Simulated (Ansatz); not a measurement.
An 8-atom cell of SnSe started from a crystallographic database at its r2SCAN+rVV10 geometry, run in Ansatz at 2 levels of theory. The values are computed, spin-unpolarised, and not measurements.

The PBE0 input:
```yaml
crystal:
  lattice:
    - [11.5794963732, 0.0, 0.0]
    - [0.0, 4.1271461132, 0.0]
    - [0.0, 0.0, 4.5666930321]
  atoms:
    - { symbol: Sn, position: [0.11878743, 0.25, 0.1129354511] }
    - { symbol: Sn, position: [0.38121257, 0.75, 0.6129354511] }
    - { symbol: Sn, position: [0.61878743, 0.25, 0.3870645489] }
    - { symbol: Sn, position: [0.88121257, 0.75, 0.8870645489] }
    - { symbol: Se, position: [0.353152471, 0.25, 0.011986263] }
    - { symbol: Se, position: [0.146847529, 0.75, 0.511986263] }
    - { symbol: Se, position: [0.853152471, 0.25, 0.488013737] }
    - { symbol: Se, position: [0.646847529, 0.75, 0.988013737] }
kpoints:
  mp_grid: { grid: [2, 4, 4] }
  band_path:
    path:
      - [0.0, 0.0, 0.0]
      - [0.5, 0.0, 0.0]
      - [0.5, 0.5, 0.0]
      - [0.0, 0.5, 0.0]
      - [0.0, 0.0, 0.5]
      - [0.5, 0.0, 0.5]
      - [0.5, 0.5, 0.5]
      - [0.0, 0.5, 0.5]
      - [0.0, 0.0, 0.325521]
      - [0.0, 0.330729, 0.0]
      - [0.0, 0.3, 0.0]
    npoints: 1
hamiltonian:
  xc: pbe0
scf:
  occupations: { method: fixed }
  n_extra_bands: 6
output:
  forces: true
  stress: true
  eigenvalues: true
```

Main results, then, where recorded, the levels near the gap in eV from the Fermi energy (columns number the bands from 0), one row a point of the path (Γ, X, S, Y, Z, U, R, T, Γ–Z (0.65), Y–Γ (0.34), Y–Γ (0.40)):
```
Crystal: 8 atoms, lattice volume = 218.244 Å³
Symmetry: 8 space group operations
Space group: Pnma (ITA 62)
```
```
Basis set: ecut = 420 eV, 4269 PW (Γ)
k-points: 18 of 32
SCF 1 stopped early in 4 iterations: F = -45976.634351 eV  dr2 = 4.80e-5
SCF 2 stopped early in 8 iterations: F = -45995.620170 eV  dr2 = 1.57e-5
hybrid outer 1: dexx = +5.583e-2 eV, tail = 5.10e-4 eV
SCF 3 converged in 7 iterations: F = -45995.619408 eV  dr2 = 6.41e-10
hybrid outer 2: dexx = +1.336e-5 eV, tail = 4.15e-7 eV, Δε = 2.14e-3 eV, ΔF = 1.75e-2 eV/Å
SCF 4 converged in 2 iterations: F = -45995.619405 eV  dr2 = 4.33e-9
hybrid outer 3: dexx = +2.998e-8 eV, tail = 9.94e-9 eV, Δε = 7.58e-5 eV, ΔF = 7.05e-4 eV/Å
Free energy (F): -45995.619405 eV
Fermi energy:    8.001235 eV
--- Forces (eV/Å), atoms counted from 1 ---
  atom   1  Sn      0.07622      0.00000      0.03272
  atom   2  Sn    -0.07622      0.00000      0.03272
  atom   3  Sn      0.07622      0.00000    -0.03272
  atom   4  Sn    -0.07622      0.00000    -0.03272
  atom   5  Se    -0.02258      0.00000    -0.02037
  atom   6  Se      0.02258      0.00000    -0.02037
  atom   7  Se    -0.02258      0.00000      0.02037
  atom   8  Se      0.02258      0.00000      0.02037
--- Stress (GPa, compression-positive) ---
        0.452370       0.000000       0.000000
        0.000000       0.602435       0.000000
        0.000000       0.000000       0.137542
  P = ⅓ Tr σ = 0.3974 GPa (3.974 kbar)
```
```tsv
band_57	band_58	band_59	band_60	band_61	band_62
-1.139	-0.831	-0.356	1.942	4.081	4.083
-2.005	-0.545	-0.545	3.783	3.783	3.823
-1.184	-1.184	-1.184	2.649	2.649	2.649
-1.044	-1.027	-1.027	2.279	2.279	2.487
-0.813	0.000	0.000	2.464	2.464	2.969
-0.539	-0.019	-0.019	2.462	2.462	2.993
-1.640	-1.640	-1.640	3.738	3.738	3.738
-2.435	-1.534	-1.534	3.986	3.986	4.307
-0.486	-0.451	0.122	2.116	2.722	2.809
-0.895	-0.886	-0.150	1.662	2.671	2.993
-0.857	-0.843	-0.110	1.759	2.575	3.210
```

PBE0 gives an indirect gap of 1.54 eV, from Γ–Z (0.65 of the way from Γ) to Y–Γ (0.34 of the way from Y); the least direct gap is 1.81 eV at Y–Γ (0.34 of the way from Y).

**Question.** Another run on the same cell gave
```
Basis set: ecut = 500 eV, 5541 PW (Γ)
k-points: 18 of 32
SCF 1 stopped early in 4 iterations: F = -46070.700166 eV  dr2 = 8.13e-5
SCF 2 stopped early in 8 iterations: F = -46067.191572 eV  dr2 = 4.48e-6
hybrid outer 1: dexx = +2.848e-2 eV, tail = 2.15e-4 eV
SCF 3 converged in 6 iterations: F = -46067.191034 eV  dr2 = 7.09e-10
hybrid outer 2: dexx = +6.805e-6 eV, tail = 2.27e-7 eV, Δε = 1.53e-3 eV, ΔF = 7.66e-3 eV/Å
SCF 4 converged in 2 iterations: F = -46067.191032 eV  dr2 = 2.20e-9
hybrid outer 3: dexx = +9.172e-9 eV, tail = 4.98e-9 eV, Δε = 5.45e-5 eV, ΔF = 3.21e-4 eV/Å
Free energy (F): -46067.191032 eV
Fermi energy:    7.924214 eV
--- Forces (eV/Å), atoms counted from 1 ---
  atom   1  Sn      0.18936      0.00000      0.14090
  atom   2  Sn    -0.18936      0.00000      0.14090
  atom   3  Sn      0.18936      0.00000    -0.14090
  atom   4  Sn    -0.18936      0.00000    -0.14090
  atom   5  Se    -0.10996      0.00000    -0.13467
  atom   6  Se      0.10996      0.00000    -0.13467
  atom   7  Se    -0.10996      0.00000      0.13467
  atom   8  Se      0.10996      0.00000      0.13467
--- Stress (GPa, compression-positive) ---
       -0.006203       0.000000       0.000000
        0.000000       0.045589       0.000000
        0.000000       0.000000      -0.074878
  P = ⅓ Tr σ = -0.0118 GPa (-0.118 kbar)
```
```tsv
band_57	band_58	band_59	band_60	band_61	band_62
-1.190	-0.905	-0.401	2.076	4.267	4.280
-2.119	-0.602	-0.602	3.952	3.952	4.000
-1.244	-1.244	-1.244	2.817	2.817	2.817
-1.119	-1.080	-1.080	2.449	2.449	2.667
-0.834	0.000	0.000	2.630	2.630	3.140
-0.594	-0.020	-0.020	2.623	2.623	3.172
-1.731	-1.731	-1.731	3.921	3.921	3.921
-2.525	-1.612	-1.612	4.147	4.147	4.466
-0.508	-0.498	0.089	2.320	2.879	2.969
-0.969	-0.939	-0.214	1.856	2.838	3.160
-0.940	-0.885	-0.169	1.945	2.736	3.375
```
Which level of theory gave it?

**Answer.** It is r2SCAN0, judged by the exchange loop and the size of the gap (a near hybrid could fit too), on 2×4×4; the blocks that differ from the first input, but for the band path:
```yaml
hamiltonian:
  xc: r2scan0
```
With r2SCAN0 the valence top lies at Γ–Z (0.65 of the way from Γ) and the conduction bottom at Y–Γ (0.34 of the way from Y), 1.77 eV higher; the smallest vertical gap, at Y–Γ (0.34 of the way from Y), is 2.07 eV. The mean stress, 0.0 GPa, is small, and the program warns that its thresholds are loose for a hybrid's stress.

Totals of different functionals can't be compared.

No spin-orbit coupling is included; it can move band edges with weight on the heavy atoms by tenths of an eV.

The meshes of the hybrids are coarse, so their gaps aren't converged to the digits shown.
